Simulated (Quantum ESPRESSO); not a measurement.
Write the native input for Quantum ESPRESSO 7.5 that does the following.

```yaml
Task: band structure
Functional: PBE
Potentials_or_basis: SG15 PBE 1.2
Cutoff: 1020 eV
Density_cutoff: 4082 eV
k_mesh: 7 × 7 × 7
Occupations: fermi-dirac, width 0.05 eV
Spin: no spin polarisation
Mixing_beta: 0.5
Most_SCF_iterations: 120
SCF_threshold: 2e-09 Ry
```

The system is Al2O3 (Corundum).

```
Al O
1.0
     2.38025    1.37424    4.33187
    -2.38025    1.37424    4.33187
     0.00000   -2.74848    4.33187
Al O
4 6
Cartesian
  0.0000 0.0000 11.0743
  0.0000 0.0000 8.4191
  0.0000 0.0000 1.9213
  0.0000 0.0000 4.5765
  -1.6503 -0.1099 5.4148
  0.7300 1.4841 5.4148
  0.9203 -1.3742 5.4148
  1.6503 0.1099 7.5808
  -0.7300 -1.4841 7.5808
  -0.9203 1.3742 7.5808
```

One way to write it, as run:

pw.in

```
&CONTROL
  calculation = 'scf'
  prefix = 'pwscf'
  outdir = './tmp'
  pseudo_dir = './pseudo'
  tprnfor = .true.
  tstress = .true.
  disk_io = 'low'
/
&SYSTEM
  ibrav = 0
  nat = 10
  ntyp = 2
  ecutwfc = 75
  nbnd = 52
  occupations = 'smearing'
  smearing = 'fd'
  degauss = 0.00367493
/
&ELECTRONS
  conv_thr = 2d-09
  electron_maxstep = 120
  mixing_beta = 0.5
/
ATOMIC_SPECIES
Al    26.9815 Al_ONCV_PBE-1.2.upf
O     15.9990 O_ONCV_PBE-1.2.upf
CELL_PARAMETERS angstrom
   2.3802500000    1.3742379782    4.3318666667
  -2.3802500000    1.3742379782    4.3318666667
   0.0000000000   -2.7484759565    4.3318666667
ATOMIC_POSITIONS crystal
Al     0.8521600000    0.8521600000    0.8521600000
Al     0.6478400000    0.6478400000    0.6478400000
Al     0.1478400000    0.1478400000    0.1478400000
Al     0.3521600000    0.3521600000    0.3521600000
O      0.0566800000    0.7500000000    0.4433200000
O      0.7500000000    0.4433200000    0.0566800000
O      0.4433200000    0.0566800000    0.7500000000
O      0.9433200000    0.2500000000    0.5566800000
O      0.2500000000    0.5566800000    0.9433200000
O      0.5566800000    0.9433200000    0.2500000000
K_POINTS automatic
7 7 7 0 0 0
```

bands.in

```
&CONTROL
  calculation = 'bands'
  prefix = 'pwscf'
  outdir = './tmp'
  pseudo_dir = './pseudo'
  disk_io = 'low'
  verbosity = 'high'
/
&SYSTEM
  ibrav = 0
  nat = 10
  ntyp = 2
  ecutwfc = 75
  nbnd = 52
  occupations = 'smearing'
  smearing = 'fd'
  degauss = 0.00367493
/
&ELECTRONS
  conv_thr = 1d-08
  electron_maxstep = 120
  mixing_beta = 0.5
  diago_full_acc = .true.
/
ATOMIC_SPECIES
Al    26.9815 Al_ONCV_PBE-1.2.upf
O     15.9990 O_ONCV_PBE-1.2.upf
CELL_PARAMETERS angstrom
   2.3802500000    1.3742379782    4.3318666667
  -2.3802500000    1.3742379782    4.3318666667
   0.0000000000   -2.7484759565    4.3318666667
ATOMIC_POSITIONS crystal
Al     0.8521600000    0.8521600000    0.8521600000
Al     0.6478400000    0.6478400000    0.6478400000
Al     0.1478400000    0.1478400000    0.1478400000
Al     0.3521600000    0.3521600000    0.3521600000
O      0.0566800000    0.7500000000    0.4433200000
O      0.7500000000    0.4433200000    0.0566800000
O      0.4433200000    0.0566800000    0.7500000000
O      0.9433200000    0.2500000000    0.5566800000
O      0.2500000000    0.5566800000    0.9433200000
O      0.5566800000    0.9433200000    0.2500000000
K_POINTS crystal
60
 0.0000000000  0.0000000000  0.0000000000 1
 0.0625000000  0.0000000000  0.0000000000 1
 0.1250000000  0.0000000000  0.0000000000 1
 0.1875000000  0.0000000000  0.0000000000 1
 0.2500000000  0.0000000000  0.0000000000 1
 0.3125000000  0.0000000000  0.0000000000 1
 0.3750000000  0.0000000000  0.0000000000 1
 0.4375000000  0.0000000000  0.0000000000 1
 0.5000000000  0.0000000000  0.0000000000 1
 0.5000000000  0.0389600799 -0.0389600799 1
 0.5000000000  0.0779201598 -0.0779201598 1
 0.5000000000  0.1168802397 -0.1168802397 1
 0.5000000000  0.1558403196 -0.1558403196 1
 0.5000000000  0.1948003995 -0.1948003995 1
 0.5000000000  0.2337604794 -0.2337604794 1
 0.7662395206  0.5000000000  0.2337604794 1
 0.7282053033  0.5000000000  0.2717946967 1
 0.6901710861  0.5000000000  0.3098289139 1
 0.6521368689  0.5000000000  0.3478631311 1
 0.6141026517  0.5000000000  0.3858973483 1
 0.5760684344  0.5000000000  0.4239315656 1
 0.5380342172  0.5000000000  0.4619657828 1
 0.5000000000  0.5000000000  0.5000000000 1
 0.4285714286  0.4285714286  0.4285714286 1
 0.3571428571  0.3571428571  0.3571428571 1
 0.2857142857  0.2857142857  0.2857142857 1
 0.2142857143  0.2142857143  0.2142857143 1
 0.1428571429  0.1428571429  0.1428571429 1
 0.0714285714  0.0714285714  0.0714285714 1
 0.0000000000  0.0000000000  0.0000000000 1
 0.0366880240  0.0000000000 -0.0366880240 1
 0.0733760479  0.0000000000 -0.0733760479 1
 0.1100640719  0.0000000000 -0.1100640719 1
 0.1467520959  0.0000000000 -0.1467520959 1
 0.1834401199  0.0000000000 -0.1834401199 1
 0.2201281438  0.0000000000 -0.2201281438 1
 0.2568161678  0.0000000000 -0.2568161678 1
 0.2935041918  0.0000000000 -0.2935041918 1
 0.3301922157  0.0000000000 -0.3301922157 1
 0.3668802397  0.0000000000 -0.3668802397 1
 0.6331197603  0.3668802397  0.0000000000 1
 0.5887465069  0.4112534931  0.0000000000 1
 0.5443732534  0.4556267466  0.0000000000 1
 0.5000000000  0.5000000000  0.0000000000 1
 0.5665598801  0.5665598801  0.1168802397 1
 0.6331197603  0.6331197603  0.2337604794 1
 0.6141026517  0.6141026517  0.2717946967 1
 0.5950855431  0.5950855431  0.3098289139 1
 0.5760684344  0.5760684344  0.3478631311 1
 0.5570513258  0.5570513258  0.3858973483 1
 0.5380342172  0.5380342172  0.4239315656 1
 0.5190171086  0.5190171086  0.4619657828 1
 0.5000000000  0.5000000000  0.5000000000 1
 0.5000000000  0.0000000000  0.0000000000 1
 0.5443732534  0.0611467066  0.0611467066 1
 0.5887465069  0.1222934132  0.1222934132 1
 0.6331197603  0.1834401199  0.1834401199 1
 0.6774930137  0.2445868265  0.2445868265 1
 0.7218662671  0.3057335331  0.3057335331 1
 0.7662395206  0.3668802397  0.3668802397 1
```

Potentials or basis: SG15 PBE 1.2.

Launch:

```console
$ OMP_NUM_THREADS=1 mpirun -n 2 pw.x -nk 2 -in pw.in > pw.out
$ OMP_NUM_THREADS=1 mpirun -n 2 pw.x -nk 2 -in bands.in > bands.out
```

Results of the run:

| Item | Value |
| --- | --- |
| Largest force | 0.021 eV/Å |
| Band gap on the k mesh | 6.25 eV, direct |
| Band gap along the path | 6.25 eV, direct |

It took 7.5 min on 2 MPI ranks on Arm Neoverse V1 (shared host), peak memory 0.46 GiB a rank.
